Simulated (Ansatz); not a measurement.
CoPtO2, 4 atoms in the cell. The structure is trigonal, space group R-3m (No. 166). Conventional cell: a = 2.825 Å, b = 2.825 Å, c = 17.818 Å, α = 90.00°, β = 90.00°, γ = 120.00°. Pt (site symmetry -3m) has 2 O at 2.00 Å as nearest neighbours. Co (site symmetry -3m) is surrounded by 6 O at 1.90 Å. O (site symmetry 3m) is surrounded by 3 Co at 1.90 Å and 1 Pt at 2.00 Å. The cell is a database's computed one.

```yaml
Program: Ansatz 0.2.0
Task: single point
Functional: PBE
Potentials_or_basis: Ansatz PAW
Cutoff: "420 eV (not typed: the program's choice for these potentials)"
k_mesh: 11 × 11 × 11
Occupations: gaussian, width 0.016 eV
Spin: collinear spin, ferromagnetic start
Starting_moments: "[0.0, 2.0, 0.0, 0.0] μB"
```

Potentials or basis: Ansatz PAW.

Command:

```bash
$ ansatz run input.yaml --threads 2 --pin off --max-ram 5632MiB --backend cpu --events-out ev --progress --plain --runs-dir out
```

Hardware: 2 threads of AMD EPYC 9R45 96-Core Processor (Zen 5) (shared host).

Problem. Estimate the wall time of this run.

Solution. It took 10 s on 2 threads of AMD EPYC 9R45 96-Core Processor (Zen 5), on a shared host, peak memory 0.61 GiB. Counts: scf iterations 38, plane waves 805, k points 146, bands 30.
